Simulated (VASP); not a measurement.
# N in VASP: notebook

Aim: see how the results for N move with the level of theory and the settings. Levels: RPBE+D3(BJ), r2SCAN+rVV10, optB86b-vdW, rev-vdW-DF2. Tasks: single point.

All numbers are computed with VASP 6.6.1; they aren't measurements. Logs are shortened: lines on timing, memory, paths and dates and some standing lists are left out, and cuts for length are marked.

### 1 The molecule as given

The cell holds a molecule in a box, 1 atom: a = 10.500 Å, b = 11.000 Å, c = 11.500 Å, α = 90.00°, β = 90.00°, γ = 90.00°.

### 2 Single point, RPBE+D3(BJ), collinear spin, ferromagnetic start

INCAR reads:

```
  ALGO = Fast
  EDIFF = 1E-6
  ENCUT = 400
  GGA = RP
  ISIF = 2
  ISMEAR = 0
  ISPIN = 2
  ISYM = 0
  IVDW = 12
  LASPH = T
  LCHARG = F
  LORBIT = 11
  LREAL = F
  LWAVE = F
  MAGMOM = 3.1
  NELM = 60
  NUPDOWN = 3
  PREC = Accurate
  SIGMA = 0.01
```

KPOINTS reads:

```
k-points
0
Gamma
  1 1 1
```

POSCAR reads:

```
N                                       
1.0
   10.5000000000      0.0000000000      0.0000000000
    0.0000000000     11.0000000000      0.0000000000
    0.0000000000      0.0000000000     11.5000000000
  N             
     1
Selective dynamics
Direct
     0.5000000000000000    0.5045454544999970    0.5000000000000000   F   F   F
```

Potentials or basis: VASP PAW PBE potentials, release 64 (N).

Started as:

```sh
cat potpaw_PBE.64/N/POTCAR > POTCAR
mpirun -np 1 vasp_gam > vasp.out
```

OUTCAR:

```text
EDIFF = 1E-6
   ENCUT = 400
   GGA = RP
   ISIF = 2
   ISMEAR = 0
   ISPIN = 2
   ISYM = 0
   IVDW = 12
   LASPH = T
   LORBIT = 11
   LREAL = F
   NELM = 60
   NUPDOWN = 3
   PREC = Accurate
 IVDW          = 12

 ion  position               nearest neighbor table
   1  0.500  0.505  0.500-

IMPORTANT INFORMATION: All symmetrisations will be switched off!
NOSYMM: (Re-)initialisation of all symmetry stuff for point group C_1.

----------------------------------------------------------------------------------------

                                     Primitive cell

  volume of cell :    1328.2500

  direct lattice vectors                    reciprocal lattice vectors
    10.500000000  0.000000000  0.000000000     0.095238095  0.000000000  0.000000000
     0.000000000 11.000000000  0.000000000     0.000000000  0.090909091  0.000000000
     0.000000000  0.000000000 11.500000000     0.000000000  0.000000000  0.086956522

  length of vectors
    10.500000000 11.000000000 11.500000000     0.095238095  0.090909091  0.086956522

  position of ions in fractional coordinates (direct lattice)
     0.500000000  0.504545454  0.500000000

  ion indices of the primitive-cell ions
   primitive index   ion index
                 1           1

----------------------------------------------------------------------------------------

 KPOINTS: k-points

Automatic generation of k-mesh.
 Grid dimensions read from file:
 generate k-points for:    1    1    1

 Generating k-lattice:

  Cartesian coordinates                     Fractional coordinates (reciprocal lattice)
     0.095238095  0.000000000  0.000000000     1.000000000  0.000000000  0.000000000
     0.000000000  0.090909091  0.000000000     0.000000000  1.000000000  0.000000000
     0.000000000  0.000000000  0.086956522     0.000000000  0.000000000  1.000000000

  Length of vectors
     0.095238095  0.090909091  0.086956522

  Shift w.r.t. Gamma in fractional coordinates (k-lattice)
     0.000000000  0.000000000  0.000000000

 Subroutine IBZKPT returns following result:
 ===========================================

 Found      1 irreducible k-points:

 Following reciprocal coordinates:
            Coordinates               Weight
  0.000000  0.000000  0.000000      1.000000
   k-points           NKPTS =      1   k-points in BZ     NKDIM =      1   number of bands    NBANDS=      8
   number of dos      NEDOS =    301   number of ions     NIONS =      1
   total plane-waves  NPLWV = 403200
   dimension x,y,z NGX =    70 NGY =   72 NGZ =   80
   dimension x,y,z NGXF=   140 NGYF=  144 NGZF=  160
   ions per type =               1
   NGX,Y,Z   is equivalent  to a cutoff of  11.08, 10.88, 11.56 a.u.
   NGXF,Y,Z  is equivalent  to a cutoff of  22.17, 21.76, 23.13 a.u.
 SYSTEM =  unknown system
   PREC   = accura    normal or accurate (medium, high low for compatibility)
   ISTART =      0    job   : 0-new  1-cont  2-samecut
   ICHARG =      2    charge: 1-file 2-atom 10-const
   ISPIN  =      2    spin polarized calculation?
   LNONCOLLINEAR =      F non collinear calculations
   LSORBIT =      F    spin-orbit coupling
   LASPH  =      T    aspherical Exc in radial PAW
   ENCUT  =  400.0 eV  29.40 Ry    5.42 a.u.  17.12 17.94 18.75*2*pi/ulx,y,z
   NELM   =     60;   NELMIN=  2; NELMDL= -5     # of ELM steps
   EDIFF  = 0.1E-05   stopping-criterion for ELM
   LREAL  =      F    real-space projection
   EDIFFG = 0.1E-04   stopping-criterion for IOM
   NSW    =      0    number of steps for IOM
   IBRION =     -1    ionic relax: 0-MD 1-quasi-New 2-CG
   NFREE  =      0    steps in history (QN), initial steepest desc. (CG)
   ISIF   =      2    stress and relaxation
   ISYM   =      0    0-nonsym 1-usesym 2-fastsym
   POTIM  = 0.5000    time-step for ionic-motion
   TEBEG  =    0.0;   TEEND  =   0.0 temperature during run
   PSTRESS=    0.0 pullay stress
   NELECT =       5.0000    total number of electrons
   NUPDOWN=       3.0000    fix difference up-down
   EMIN   =  10.00;   EMAX   =-10.00  energy-range for DOS
   EFERMI =   0.00;   METHOD = LEGACY
   ISMEAR =     0;   SIGMA  =   0.01  broadening in eV -4-tet -1-fermi 0-gaus
   EFERMI_NEDOS =   21; number of points for ismear=-14 and -15
   IALGO  =     68    algorithm
   IMIX   =      4    mixing-type and parameters
     AMIX     =   0.40;   BMIX     =  1.00
     AMIX_MAG =   1.60;   BMIX_MAG =  1.00
  volume/ion in A,a.u.               =    1328.25      8963.47
  Fermi-wavevector in a.u.,A,eV,Ry     =   0.254666  0.481250  0.882405  0.064855
  Thomas-Fermi vector in A             =   1.076068
   LORBIT       =     11    0 simple, 1 ext, 2 COOP (PROOUT), +10 PAW based schemes
   GGA     = RP    functional components
   LHFCALC =     F    Hartree Fock is set to
   AEXX    =    0.0000 exact exchange contribution
   IVDW    =    12    specifies the selected vdW correction
   LEPSILON=     F    determine dielectric tensor
   LRPA    =     F    only Hartree local field effects (RPA)
 spin polarized calculation
 RMM-DIIS sequential band-by-band and
 Gauss-broadening in eV      SIGMA  =   0.01
  energy-cutoff  :      400.00
  volume of cell :     1328.25
 maximum number of plane-waves:     12033
 NGX is ok and might be reduce to    70
   NGX = 35   NGY = 35   NGZ = 37

 number of electron       4.9999998 magnetization       2.9999961

 Free energy of the ion-electron system (eV)
  ---------------------------------------------------
  ext. energy  EPLUGINS =         0.00000000
  ---------------------------------------------------
  free energy    TOTEN  =        -3.15492007 eV

  energy without entropy =       -3.15492007  energy(sigma->0) =       -3.15492007

 E-fermi : -15.1980     XC(G=0):  -0.3457

 val. band max:       -8.1961314171   @ k =   0.0000   0.0000   0.0000
 cond. band min:      -4.0259613534   @ k =   0.0000   0.0000   0.0000
 fundamental gap:      4.1701700638
 Fermi energy:        -8.1488121470

 spin component 1

 k-point     1 :       0.0000    0.0000    0.0000
  band No.  band energies     occupation
      1     -19.8933      1.00000
      2      -8.1963      1.00000
      3      -8.1962      1.00000
      4      -8.1961      1.00000
      5      -0.4842      0.00000
      6       0.6933      0.00000
      7       0.7485      0.00000
      8       0.8301      0.00000
 Fermi energy:       -15.1979684570

 spin component 2

 k-point     1 :       0.0000    0.0000    0.0000
  band No.  band energies     occupation
      1     -15.2818      1.00000
      2      -4.0260      0.00000
      3      -4.0259      0.00000
      4      -4.0259      0.00000
      5      -0.0459      0.00000
      6       1.0730      0.00000
      7       1.1286      0.00000
      8       1.2330      0.00000

------------------------ aborting loop because EDIFF is reached ----------------------------------------

 Edisp (eV)   -0.00004

 E8    (eV) :    -0.0000

  FORCE on cell =-STRESS in cart. coord.  units (eV):
  Direction    XX          YY          ZZ          XY          YZ          ZX
  --------------------------------------------------------------------------------------
  -------------------------------------------------------------------------------------
  Total      -0.54788    -0.55225    -0.55109     0.00001     0.00000     0.00000
  in kB      -0.66086    -0.66614    -0.66474     0.00001     0.00000     0.00000
  external pressure =       -0.66 kB  Pullay stress =        0.00 kB

 VOLUME and BASIS-vectors are now :
 -----------------------------------------------------------------------------
  energy-cutoff  :      400.00
  volume of cell :     1328.25
      direct lattice vectors                 reciprocal lattice vectors
    10.500000000  0.000000000  0.000000000     0.095238095  0.000000000  0.000000000
     0.000000000 11.000000000  0.000000000     0.000000000  0.090909091  0.000000000
     0.000000000  0.000000000 11.500000000     0.000000000  0.000000000  0.086956522

 POSITION                                       TOTAL-FORCE (eV/Angst)
 -----------------------------------------------------------------------------------
      5.25000      5.55000      5.75000         0.000001      0.000282     -0.000000
 -----------------------------------------------------------------------------------
    total drift:                                0.000001      0.000282     -0.000000

  FREE ENERGIE OF THE ION-ELECTRON SYSTEM (eV)
  ---------------------------------------------------
  free  energy   TOTEN  =        -3.1549577039 eV

  energy  without entropy=       -3.1549577039  energy(sigma->0) =       -3.15495770

 total charge

# of ion       s       p       d       tot
------------------------------------------
    1        1.385   1.858   0.000   3.243

 magnetization (x)

# of ion       s       p       d       tot
------------------------------------------
    1        0.036   1.858   0.000   1.894
```

Wall time 68 s (1 thread of Intel Xeon Platinum 8488C (Sapphire Rapids), shared host); peak memory 1 GiB.

Results:

```yaml
Free_energy: -3.1550 eV
Net_moment: 3.00 μB per cell
Site_moments: N +1.89 μB
Valence_electrons_inside_the_program's_atomic_spheres: N 3.24
Dispersion_energy_per_atom: 0.000 eV
```

Caveat: the cutoff is under 1.25 times the usual one of these potentials, so pressure, stress and relaxed cells hold a basis-set (Pulay) error; the PAW data sets were made with another functional, which shifts forces and pressure a little; the total moment is fixed, so each spin has its own Fermi level.

### 3 Single point, r2SCAN+rVV10, collinear spin, ferromagnetic start

INCAR reads:

```
  ALGO = Normal
  BPARAM = 11.95
  CPARAM = 0.0093
  EDIFF = 1E-6
  ENCUT = 400
  ISIF = 2
  ISMEAR = 0
  ISPIN = 2
  ISYM = 0
  IVDW_NL = 2
  LASPH = T
  LCHARG = F
  LMIXTAU = T
  LORBIT = 11
  LREAL = F
  LUSE_VDW = T
  LWAVE = F
  MAGMOM = 3.1
  METAGGA = R2SCAN
  NELM = 60
  NUPDOWN = 3
  PREC = Accurate
  SIGMA = 0.01
```

KPOINTS is that of step 2.

POSCAR is that of step 2.

Potentials or basis: VASP PAW PBE potentials, release 64 (N).

Started as:

```sh
cat potpaw_PBE.64/N/POTCAR > POTCAR
mpirun -np 1 vasp_gam > vasp.out
```

It took 26 min on 1 thread of Intel Xeon Platinum 8488C (Sapphire Rapids), shared host; peak memory 2.7 GiB.

It converged, with:

```yaml
Free_energy: -4.1760 eV
Net_moment: 3.00 μB per cell
Site_moments: N +1.93 μB
Valence_electrons_inside_the_program's_atomic_spheres: N 3.26
```

Caveat: the cutoff is under 1.25 times the usual one of these potentials, so pressure, stress and relaxed cells hold a basis-set (Pulay) error; the PAW data sets were made with another functional, which shifts forces and pressure a little; the total moment is fixed, so each spin has its own Fermi level.

### 4 Single point, optB86b-vdW, collinear spin, ferromagnetic start

INCAR reads:

```
  AGGAC = 0.0
  ALGO = Fast
  EDIFF = 1E-6
  ENCUT = 400
  GGA = MK
  ISIF = 2
  ISMEAR = 0
  ISPIN = 2
  ISYM = 0
  LASPH = T
  LCHARG = F
  LORBIT = 11
  LREAL = F
  LUSE_VDW = T
  LWAVE = F
  MAGMOM = 3.1
  NELM = 60
  NUPDOWN = 3
  PARAM1 = 0.1234
  PARAM2 = 1.0
  PREC = Accurate
  SIGMA = 0.01
```

KPOINTS is that of step 3.

POSCAR is that of step 3.

Started as:

```sh
cat potpaw_PBE.64/N/POTCAR > POTCAR
mpirun -np 1 vasp_gam > vasp.out
```

Wall time 10 min (1 thread of Intel Xeon Platinum 8488C (Sapphire Rapids), shared host); peak memory 2.9 GiB.

The run converged. Its results:

* Free energy: -1.5771 eV
* Net moment: 3.00 μB per cell
* Site moments: N +1.91 μB
* Valence electrons inside the program's atomic spheres: N 3.24

Caveat: the cutoff is under 1.25 times the usual one of these potentials, so pressure, stress and relaxed cells hold a basis-set (Pulay) error; the PAW data sets were made with another functional, which shifts forces and pressure a little; the total moment is fixed, so each spin has its own Fermi level.

### 5 Single point, rev-vdW-DF2, collinear spin, ferromagnetic start

INCAR: that of step 4 with these lines changed.

```diff
@@ -19,4 +19,5 @@
   PARAM1 = 0.1234
-  PARAM2 = 1.0
+  PARAM2 = 0.711357
   PREC = Accurate
   SIGMA = 0.01
+  ZAB_VDW = -1.8867
```

KPOINTS is that of step 4.

POSCAR is that of step 4.

Potentials or basis: VASP PAW PBE potentials, release 64 (N).

Started as:

```sh
cat potpaw_PBE.64/N/POTCAR > POTCAR
mpirun -np 1 vasp_gam > vasp.out
```

OUTCAR:

```text
EDIFF = 1E-6
   ENCUT = 400
   GGA = MK
   ISIF = 2
   ISMEAR = 0
   ISPIN = 2
   ISYM = 0
   LASPH = T
   LORBIT = 11
   LREAL = F
   NELM = 60
   NUPDOWN = 3
   PREC = Accurate

 ion  position               nearest neighbor table
   1  0.500  0.505  0.500-

IMPORTANT INFORMATION: All symmetrisations will be switched off!
NOSYMM: (Re-)initialisation of all symmetry stuff for point group C_1.

----------------------------------------------------------------------------------------

[... 159 lines left out ...]
  Total       -0.5418556     -0.5464116     -0.5452045      0.0000033      0.0000003      0.0000003
  in kB       -0.6536034     -0.6590990     -0.6576430      0.0000040      0.0000003      0.0000004
  external PRESSURE =      -0.6567818 kB  Pullay stress =       0.0000000 kB

 VOLUME and BASIS-vectors are now :
 -----------------------------------------------------------------------------
  energy-cutoff  :      400.00
  volume of cell :     1328.25
      direct lattice vectors                 reciprocal lattice vectors
    10.500000000  0.000000000  0.000000000     0.095238095  0.000000000  0.000000000
     0.000000000 11.000000000  0.000000000     0.000000000  0.090909091  0.000000000
     0.000000000  0.000000000 11.500000000     0.000000000  0.000000000  0.086956522

 POSITION                                       TOTAL-FORCE (eV/Angst)
 -----------------------------------------------------------------------------------
      5.25000      5.55000      5.75000        -0.000002      0.000780     -0.000000
 -----------------------------------------------------------------------------------
    total drift:                               -0.000002      0.000780     -0.000000

  FREE ENERGIE OF THE ION-ELECTRON SYSTEM (eV)
  ---------------------------------------------------
  free  energy   TOTEN  =        -1.7671882272 eV

  energy  without entropy=       -1.7671882272  energy(sigma->0) =       -1.76718823

Total vdW correction in eV:      1.2056375

 total charge

# of ion       s       p       d       tot
------------------------------------------
    1        1.372   1.867   0.000   3.240

 magnetization (x)

# of ion       s       p       d       tot
------------------------------------------
    1        0.038   1.867   0.000   1.905
```

stdout:

```text
POSCAR found type information on POSCAR N
 POSCAR found :  1 types and       1 ions
 scaLAPACK will be used
 -----------------------------------------------------------------------------
|                                                                             |
|                                                                             |
|     You have switched on vdW-DFT.                                           |
[... 15 lines left out ...]
|                                                                             |
 -----------------------------------------------------------------------------

 LDA part: xc-table for (Slater+PW92), standard interpolation
 POSCAR, INCAR and KPOINTS ok, starting setup
 FFT: planning ... GRIDC
 FFT: planning ... GRID_SOFT
 FFT: planning ... GRID
 WAVECAR not read
 entering main loop
```

It took 10 min on 1 thread of Intel Xeon Platinum 8488C (Sapphire Rapids), shared host; peak memory 2.9 GiB.

What came out:

* Free energy: -1.7672 eV
* Net moment: 3.00 μB per cell
* Site moments: N +1.91 μB
* Valence electrons inside the program's atomic spheres: N 3.24

Caveat: the cutoff is under 1.25 times the usual one of these potentials, so pressure, stress and relaxed cells hold a basis-set (Pulay) error; the PAW data sets were made with another functional, which shifts forces and pressure a little; the total moment is fixed, so each spin has its own Fermi level.

### 6 The runs side by side

```tsv
level	further INCAR settings	moment (μB)
RPBE+D3(BJ)	ALGO = Fast; EDIFF = 1e-06; ISYM = 0	3.00
r2SCAN+rVV10	ALGO = Normal; EDIFF = 1e-06; ISYM = 0	3.00
optB86b-vdW	ALGO = Fast; EDIFF = 1e-06; ISYM = 0	3.00
rev-vdW-DF2	ALGO = Fast; EDIFF = 1e-06; ISYM = 0	3.00
```

Alike in all rows: task single point; potentials or basis VASP PAW PBE potentials, release 64 (N); spin collinear, ferromagnetic start; fixed moment (μB) 3; cell as given; k mesh 1 × 1 × 1; cutoff (eV) 400; smearing gaussian 0.01 eV.

Caveats: the cutoff is under 1.25 times the usual one of these potentials, so pressure, stress and relaxed cells hold a basis-set (Pulay) error; the PAW data sets were made with another functional, which shifts forces and pressure a little; the total moment is fixed, so each spin has its own Fermi level.

Total energies depend on the potentials used, so only differences within one code and one set of settings carry meaning.
